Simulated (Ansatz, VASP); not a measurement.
**Ir in VASP and in Ansatz**

```
CELL_PARAMETERS angstrom
0.00000 1.91512 1.91512
2.00130 0.00000 1.91512
2.00130 1.91512 0.00000
ATOMIC_POSITIONS crystal
Ir 0.00000 0.00000 0.00000
```

Change from the starting cell: strain +0.0450 x Voigt [1, 0, 0, 0, 0, 0], atoms carried along.

Alike in both runs: task single point; functional PBEsol; k mesh 26 × 26 × 26; occupations gaussian, width 0.15 eV; no spin polarisation.

|  | VASP | Ansatz |
| --- | --- | --- |
| version | VASP 6.6.1 | Ansatz 0.2.0 |
| potentials or method | VASP PAW PBE potentials, release 64 (Ir) | scalar-relativistic, plane waves, PAW |
| plane-wave cutoff (eV) | 520 | 420 |
| valence electrons in the cell | 9 | 17 |

```tsv
	VASP	Ansatz	Ansatz less VASP
gap on the k mesh at the Fermi level (eV)	none	none	-
pressure (GPa)	-14.2	-14.8	-0.60
largest component of the traceless stress (GPa)	10.24	10.27	+0.028
```

A gap of «none» marks a metal or a gap that the smearing closes. The functional is the same, so the differences come from potentials, cutoffs and numerics. The two sets of potentials don't hold the same shells in valence.

Caveats: the PAW data sets were made with another functional, which shifts forces and pressure a little (VASP). Spin-orbit coupling is left out, which matters for the levels of Ir.
